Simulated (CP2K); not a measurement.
SnSe under changes of volume

One of the cells (27.271 Å³/atom); the others are scaled copies at fixed shape and fractional positions:

```
Sn Se
1.0
     4.25678    0.00000    0.00000
     2.12839    3.68648    0.00000
     2.12839    1.22883    3.47565
Sn Se
1 1
Direct
  0.00000 0.00000 0.00000
  0.50000 0.50000 0.50000
```

Measurements of this composition are mostly on another form, of space group No. 62.

- Program: CP2K 2026.2
- Functional: PBE
- Potentials or basis: POTENTIAL_UZH Sn GTH-PBE-q4, Se GTH-PBE-q6; TZVP-MOLOPT-PBE-GTH basis
- Density cutoff: 6123 eV
- k mesh: 8 × 8 × 8
- Occupations: fermi-dirac, width 0.05 eV
- Spin: no spin polarisation

```csv
volume (Å³/atom),energy over the lowest point (meV/atom),pressure (GPa),gap on the mesh (eV)
25.635,?,?,?
26.180,21.92,4.0,0.74
26.725,10.58,2.7,0.67
27.271,3.42,1.5,0.58
27.816,0.01,0.5,0.50
28.362,0.00,-0.5,0.42
28.907,3.04,-1.3,0.34
```

**Question.** What does the run at 25.635 Å³/atom give?

**Answer.** Energy over the lowest point 37.91 meV/atom; pressure 5.4 GPa; gap on the mesh 0.77 eV.

Worked out: A Birch-Murnaghan fit of order 3 (a polynomial in V^(-2/3)) to the other rows has its minimum at 28.09 Å³/atom with B0 = V·E''(V) = 49 GPa and B' = 4.3. It gives 37.89 meV/atom at 25.635 Å³/atom, against the run's 37.91, and -dE/dV = 5.4 GPa, against 5.4. A straight line through the other rows of the gap, of slope -4.08 eV per unit of ln V, extrapolates to 0.83 eV, against the run's 0.77.

Energies are extrapolated to zero smearing.

Caveats: spin-orbit coupling is left out, which moves the levels of the heavy elements; the basis of atomic orbitals isn't converged, which shifts pressures, moduli and gaps.

A mesh can miss the band edges.
